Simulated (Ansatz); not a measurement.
Theory: DFT, PBE, plane waves (420 eV) with PAW, scalar-relativistic in Ansatz 0.2.0.

An element in the fcc structure gives this curve. The cell is scaled uniformly from the relaxed one, with fractional coordinates and shape fixed. Energies are extrapolated to zero smearing, pressures are those at the given smearing. Magnetic state: spin not included.

```
V (Å³/atom)  E − E₀ (meV/atom)  P (GPa)
     25.607               59.8     6.60
     26.771               23.5     3.97
     27.935                4.6     1.79
     29.099                0.2    -0.03
     30.263                7.7    -1.56
     31.427               25.2    -2.87
     32.591               51.2    -3.98
```

**Question.** Which element is it?
A. lead
B. cerium
C. antimony
D. lutetium

**Answer.** D. Its fit is V₀ = 28.92 Å³/atom, B₀ = 42 GPa, B₀′ = 3.5.
